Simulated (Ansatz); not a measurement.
## AlN (P6_3mc):Mo_Al, thermodynamic levels from a 72-atom cell

Aim: at which Fermi levels does Mo_Al in AlN (P6_3mc) change its charge? The model is a cell of 72 host atoms with 1 Al taken out and 1 Mo put in.

Calculated with Ansatz 0.2.0; place-levels on r2SCAN runs: charge-transition levels and formation energies with image-charge correction and potential alignment at the atomic sites; PAW set soft_1.

## Step 1: The starting structure

The cell holds 72 atoms: 35 Al, 36 N and 1 Mo. Cell: a = 9.320 Å, b = 9.320 Å, c = 9.956 Å, α = 90.0°, β = 90.0°, γ = 120.0°. It derives from AlN (space group P6_3mc). Nearest the centre at fractional (0.444, 0.556, 0.500): Mo34 at 0.00 Å, N11 at 1.89 Å, N43 at 1.89 Å, N35 at 1.89 Å, N40 at 1.90 Å, Al9 at 3.07 Å, Al13 at 3.07 Å, Al41 at 3.07 Å.

As a file:

```xyz
72
Lattice="9.3196 0.0000 0.0000 -4.6598 8.0710 0.0000 0.0000 0.0000 9.9565" Properties=species:S:1:pos:R:3 pbc="T T T"
Al    1.5533    0.8968    2.4852
Al    0.0000    1.7936    4.9743
N     1.5533    0.8968    4.3848
N     0.0000    1.7936    1.8957
Al    1.5533    0.8968    7.4634
Al    0.0000    1.7936    9.9525
N     1.5533    0.8968    9.3631
N     0.0000    1.7936    6.8739
Al    0.0000    3.5871    2.4852
Al   -1.5533    4.4839    4.9743
N     0.0000    3.5871    4.3848
N    -1.5533    4.4839    1.8957
Al    0.0000    3.5871    7.4634
Al   -1.5533    4.4839    9.9525
N     0.0000    3.5871    9.3631
N    -1.5533    4.4839    6.8739
Al   -1.5533    6.2774    2.4852
Al   -3.1065    7.1742    4.9743
N    -1.5533    6.2774    4.3848
N    -3.1065    7.1742    1.8957
Al   -1.5533    6.2774    7.4634
Al   -3.1065    7.1742    9.9525
N    -1.5533    6.2774    9.3631
N    -3.1065    7.1742    6.8739
Al    4.6598    0.8968    2.4852
Al    3.1065    1.7936    4.9743
N     4.6598    0.8968    4.3848
N     3.1065    1.7936    1.8957
Al    4.6598    0.8968    7.4634
Al    3.1065    1.7936    9.9525
N     4.6598    0.8968    9.3631
N     3.1065    1.7936    6.8739
Al    3.1065    3.5871    2.4852
Mo    1.5533    4.4839    4.9743
N     3.1065    3.5871    4.3848
N     1.5533    4.4839    1.8957
Al    3.1065    3.5871    7.4634
Al    1.5533    4.4839    9.9525
N     3.1065    3.5871    9.3631
N     1.5533    4.4839    6.8739
Al    1.5533    6.2774    2.4852
Al    0.0000    7.1742    4.9743
N     1.5533    6.2774    4.3848
N     0.0000    7.1742    1.8957
Al    1.5533    6.2774    7.4634
Al    0.0000    7.1742    9.9525
N     1.5533    6.2774    9.3631
N     0.0000    7.1742    6.8739
Al    7.7663    0.8968    2.4852
Al    6.2130    1.7936    4.9743
N     7.7663    0.8968    4.3848
N     6.2130    1.7936    1.8957
Al    7.7663    0.8968    7.4634
Al    6.2130    1.7936    9.9525
N     7.7663    0.8968    9.3631
N     6.2130    1.7936    6.8739
Al    6.2130    3.5871    2.4852
Al    4.6598    4.4839    4.9743
N     6.2130    3.5871    4.3848
N     4.6598    4.4839    1.8957
Al    6.2130    3.5871    7.4634
Al    4.6598    4.4839    9.9525
N     6.2130    3.5871    9.3631
N     4.6598    4.4839    6.8739
Al    4.6598    6.2774    2.4852
Al    3.1065    7.1742    4.9743
N     4.6598    6.2774    4.3848
N     3.1065    7.1742    1.8957
Al    4.6598    6.2774    7.4634
Al    3.1065    7.1742    9.9525
N     4.6598    6.2774    9.3631
N     3.1065    7.1742    6.8739
```

Known beforehand: the electronic dielectric constant, (4.49, 4.49, 4.72), and the static one, (8.15, 8.15, 9.65), computed on the host (DFPT, PBEsol, on the r2SCAN cell), and a cell off the functional's own equilibrium shifts the ionic part.

The cell's shortest repeat is 9.3 Å.

## Step 2: Charge states

A transition level is the Fermi level at which two charge states cost the same, so each charge needs its own total energy, at its own relaxed structure.

Each atom starts 0.05 Å or so off its site in a random direction: a symmetric start keeps its symmetry, and would miss off-centre moves and Jahn–Teller distortions. Forces are taken at one point at (¼, ¼, ¼). The cell holds 1 electron more than the neutral one, with a uniform background that keeps it neutral on the whole.

The sampling was tested on the host first: at the k-points planned (1x1x1 shifted 0.25 0.25 0.25) its energy lies -0.014 eV an atom from the dense-mesh value, under the bound of 0.02 eV set for this test; that bounds the host's error, not the defect's.

One of the inputs; charge, spin and start change from state to state.

qm1.relax/input.yaml

```yaml
crystal:
  lattice:
    - [9.31956554, 9.0e-08, 0.0]
    - [-4.65978284, 8.07098046, 0.0]
    - [0.0, 0.0, 9.95647772]
  atoms:
    - { symbol: Al, position: [0.22222222, 0.11111111, 0.24960167] }
    - { symbol: Al, position: [0.11111111, 0.22222222, 0.49960167] }
    - { symbol: "N", position: [0.22222222, 0.11111111, 0.44039833] }
    - { symbol: "N", position: [0.11111111, 0.22222222, 0.19039833] }
    - { symbol: Al, position: [0.22222222, 0.11111111, 0.74960167] }
    - { symbol: Al, position: [0.11111111, 0.22222222, 0.99960167] }
    - { symbol: "N", position: [0.22222222, 0.11111111, 0.94039833] }
    - { symbol: "N", position: [0.11111111, 0.22222222, 0.69039833] }
    - { symbol: Al, position: [0.22222222, 0.44444444, 0.24960167] }
    - { symbol: Al, position: [0.11111111, 0.55555556, 0.49960167] }
    - { symbol: "N", position: [0.22222222, 0.44444444, 0.44039833] }
    - { symbol: "N", position: [0.11111111, 0.55555556, 0.19039833] }
    - { symbol: Al, position: [0.22222222, 0.44444444, 0.74960167] }
    - { symbol: Al, position: [0.11111111, 0.55555556, 0.99960167] }
    - { symbol: "N", position: [0.22222222, 0.44444444, 0.94039833] }
    - { symbol: "N", position: [0.11111111, 0.55555556, 0.69039833] }
    - { symbol: Al, position: [0.22222222, 0.77777778, 0.24960167] }
    - { symbol: Al, position: [0.11111111, 0.88888889, 0.49960167] }
    - { symbol: "N", position: [0.22222222, 0.77777778, 0.44039833] }
    - { symbol: "N", position: [0.11111111, 0.88888889, 0.19039833] }
    - { symbol: Al, position: [0.22222222, 0.77777778, 0.74960167] }
    - { symbol: Al, position: [0.11111111, 0.88888889, 0.99960167] }
    - { symbol: "N", position: [0.22222222, 0.77777778, 0.94039833] }
    - { symbol: "N", position: [0.11111111, 0.88888889, 0.69039833] }
    - { symbol: Al, position: [0.55555556, 0.11111111, 0.24960167] }
    - { symbol: Al, position: [0.44444444, 0.22222222, 0.49960167] }
    - { symbol: "N", position: [0.55555556, 0.11111111, 0.44039833] }
    - { symbol: "N", position: [0.44444444, 0.22222222, 0.19039833] }
    - { symbol: Al, position: [0.55555556, 0.11111111, 0.74960167] }
    - { symbol: Al, position: [0.44444444, 0.22222222, 0.99960167] }
    - { symbol: "N", position: [0.55555556, 0.11111111, 0.94039833] }
    - { symbol: "N", position: [0.44444444, 0.22222222, 0.69039833] }
    - { symbol: Al, position: [0.55555556, 0.44444444, 0.24960167] }
    - { symbol: Mo, position: [0.44444444, 0.55555556, 0.49960167] }
    - { symbol: "N", position: [0.55555556, 0.44444444, 0.44039833] }
    - { symbol: "N", position: [0.44444444, 0.55555556, 0.19039833] }
    - { symbol: Al, position: [0.55555556, 0.44444444, 0.74960167] }
    - { symbol: Al, position: [0.44444444, 0.55555556, 0.99960167] }
    - { symbol: "N", position: [0.55555556, 0.44444444, 0.94039833] }
    - { symbol: "N", position: [0.44444444, 0.55555556, 0.69039833] }
    - { symbol: Al, position: [0.55555556, 0.77777778, 0.24960167] }
    - { symbol: Al, position: [0.44444444, 0.88888889, 0.49960167] }
    - { symbol: "N", position: [0.55555556, 0.77777778, 0.44039833] }
    - { symbol: "N", position: [0.44444444, 0.88888889, 0.19039833] }
    - { symbol: Al, position: [0.55555556, 0.77777778, 0.74960167] }
    - { symbol: Al, position: [0.44444444, 0.88888889, 0.99960167] }
    - { symbol: "N", position: [0.55555556, 0.77777778, 0.94039833] }
    - { symbol: "N", position: [0.44444444, 0.88888889, 0.69039833] }
    - { symbol: Al, position: [0.88888889, 0.11111111, 0.24960167] }
    - { symbol: Al, position: [0.77777778, 0.22222222, 0.49960167] }
    - { symbol: "N", position: [0.88888889, 0.11111111, 0.44039833] }
    - { symbol: "N", position: [0.77777778, 0.22222222, 0.19039833] }
    - { symbol: Al, position: [0.88888889, 0.11111111, 0.74960167] }
    - { symbol: Al, position: [0.77777778, 0.22222222, 0.99960167] }
    - { symbol: "N", position: [0.88888889, 0.11111111, 0.94039833] }
    - { symbol: "N", position: [0.77777778, 0.22222222, 0.69039833] }
    - { symbol: Al, position: [0.88888889, 0.44444444, 0.24960167] }
    - { symbol: Al, position: [0.77777778, 0.55555556, 0.49960167] }
    - { symbol: "N", position: [0.88888889, 0.44444444, 0.44039833] }
    - { symbol: "N", position: [0.77777778, 0.55555556, 0.19039833] }
    - { symbol: Al, position: [0.88888889, 0.44444444, 0.74960167] }
    - { symbol: Al, position: [0.77777778, 0.55555556, 0.99960167] }
    - { symbol: "N", position: [0.88888889, 0.44444444, 0.94039833] }
    - { symbol: "N", position: [0.77777778, 0.55555556, 0.69039833] }
    - { symbol: Al, position: [0.88888889, 0.77777778, 0.24960167] }
    - { symbol: Al, position: [0.77777778, 0.88888889, 0.49960167] }
    - { symbol: "N", position: [0.88888889, 0.77777778, 0.44039833] }
    - { symbol: "N", position: [0.77777778, 0.88888889, 0.19039833] }
    - { symbol: Al, position: [0.88888889, 0.77777778, 0.74960167] }
    - { symbol: Al, position: [0.77777778, 0.88888889, 0.99960167] }
    - { symbol: "N", position: [0.88888889, 0.77777778, 0.94039833] }
    - { symbol: "N", position: [0.77777778, 0.88888889, 0.69039833] }
  host:
    repeats: [3, 3, 2]
    atoms:
      - { symbol: Al, position: [0.66666667, 0.33333333, 0.49920333] }
      - { symbol: Al, position: [0.33333333, 0.66666667, 0.99920333] }
      - { symbol: "N", position: [0.66666667, 0.33333333, 0.88079667] }
      - { symbol: "N", position: [0.33333333, 0.66666667, 0.38079667] }
total_charge: -1
basis:
  ecutwfc: 500
  xc_grid: 2
hamiltonian:
  xc: r2scan
  pseudopotentials: { kind: paw, azcp: { folder: soft_1 } }
kpoints:
  mp_grid: { grid: [1, 1, 1], shift: [0.25, 0.25, 0.25] }
scf:
  occupations: { method: fixed }
  max_iter: 60
output:
  forces: true
  charged_corrections:
    epsilon: [4.49, 4.49, 4.72]
    static_epsilon: [8.15, 8.15, 9.65]
    defect_position: [0.444444, 0.555556, 0.499602]
relax:
  f_tol: 0.02
  max_steps: 80
  random_displacement: { amplitude: 0.05, seed: 2638 }
checkpoint:
  write: "../qm1.relax.run"
  compress: false
  write_wavefunctions: true
  write_every: 100000
```

On the command line:

```bash
ansatz run input.yaml --threads 4 --pin off --max-ram 15073MiB --backend cpu --events-out ev --progress --plain --runs-dir out
```

The relaxed structure is kept and the sampling changed to a 2×2×2 shifted mesh.

The run of this state that the levels use, under r2SCAN:

qm1.point/input.yaml

```yaml
crystal:
  checkpoint: "../qm1.relax.run"
  host: checkpoint
total_charge: -1
basis:
  ecutwfc: 500
  xc_grid: 2
hamiltonian:
  xc: r2scan
  pseudopotentials: { kind: paw, azcp: { folder: soft_1 } }
kpoints:
  mp_grid: { grid: [2, 2, 2], shift: [0.5, 0.5, 0.5] }
scf:
  occupations: { method: fermi_dirac, width: 0.01 }
  max_iter: 60
output:
  forces: true
  eigenvalues: true
  charged_corrections:
    epsilon: [4.49, 4.49, 4.72]
    static_epsilon: [8.15, 8.15, 9.65]
    defect_position: [0.444444, 0.555556, 0.499602]
  eigenstates: { localisation: true }
  populations: true
  band_densities: [{ bands: [v1, v1] }, { bands: [c1, c1] }]
  write_density: true
  write_potential: true
  volumetric_format: npy
  elf: true
checkpoint:
  read: "../qm1.relax.run"
  write: "../qm1.point.run"
  compress: false
  write_wavefunctions: false
  write_every: 100000
```

Relaxations under r2SCAN at one point at (¼, ¼, ¼); times on 4 threads of Arm Neoverse V1, shared host:

| charge | moment (μB) | occupations | outcome | steps | largest displacement against the far atoms (Å) | time |
| --- | --- | --- | --- | --- | --- | --- |
| −1 | 0 | fixed | converged | 8 | 0.51 | 2 min |
| −1 | 4 | fixed | converged | 8 | 0.29 | 4.3 min |
| −1 | 2 | fixed | converged | 11 | 0.30 | 6.3 min |
| 0 | 1 | fixed | converged | 11 | 0.34 | 6.3 min |
| 0 | 3 | fixed | converged | 8 | 0.20 | 4.3 min |
| +1 | 0 | fixed | converged | 16 | 0.29 | 4.6 min |
| +1 | 2 | fixed | converged | 7 | 0.14 | 3.5 min |
| +2 | 1 | fixed | converged | 7 | 0.09 | 4.6 min |

Single points under r2SCAN at a 2×2×2 shifted mesh; times on 4 threads of Arm Neoverse V1, shared host:

| charge | moment (μB) | occupations | outcome | time |
| --- | --- | --- | --- | --- |
| −1 | 0 | fermi-dirac | converged | 89 s |
| −1 | 4 | fermi-dirac | converged | 3.2 min |
| −1 | 2 | fermi-dirac | converged | 3.3 min |
| 0 | 1 | fermi-dirac | converged | 3.5 min |
| 0 | 3 | fermi-dirac | converged | 3.4 min |
| +1 | 0 | fermi-dirac | converged | 78 s |
| +1 | 2 | fermi-dirac | converged | 2.9 min |
| +2 | 1 | fermi-dirac | converged | 3.7 min |

Distances (Å) from Mo34 to the nearest atoms after relaxation with r2SCAN:

| charge | moment (μB) | 1. | 2. | 3. | 4. | 5. | 6. |
| --- | --- | --- | --- | --- | --- | --- | --- |
| −1 | 0 | N 2.03 | N 2.04 | N 2.04 | N 2.37 | N 2.56 | Al 2.69 |
| −1 | 4 | N 2.07 | N 2.11 | N 2.13 | N 2.19 | Al 2.96 | Al 3.02 |
| −1 | 2 | N 2.01 | N 2.12 | N 2.15 | N 2.18 | Al 2.94 | Al 2.97 |
| 0 | 1 | N 1.95 | N 2.02 | N 2.05 | N 2.23 | N 2.66 | Al 2.84 |
| 0 | 3 | N 2.02 | N 2.02 | N 2.07 | N 2.12 | N 2.96 | Al 3.02 |
| +1 | 0 | N 1.88 | N 1.92 | N 2.05 | N 2.12 | N 2.74 | Al 2.91 |
| +1 | 2 | N 1.96 | N 1.97 | N 1.97 | N 2.06 | N 2.87 | Al 3.03 |
| +2 | 1 | N 1.89 | N 1.92 | N 1.92 | N 1.96 | N 2.94 | Al 3.07 |

[end of part 1 of 2]

[Logs are printed without paths, hosts, clocks, repeated set-up lines and the standing remarks that a program may print on its own settings, such as how far it seeks lower states.]

[Hosts, paths, dates, database ids (printed as entryN), source tags and the programs' standing remarks are cut or masked in the printed files.]

[Where a table of states has a column of steps, it counts the stored structures, which are thinned; the runs took as many ionic steps or more.]

[A defect's name tells the site on which it was built; relaxed atoms can leave that site.]

[For some hosts the program warned that the k-mesh of the response run may be too coarse for force constants and the static dielectric constant; such warnings are not shown here.]
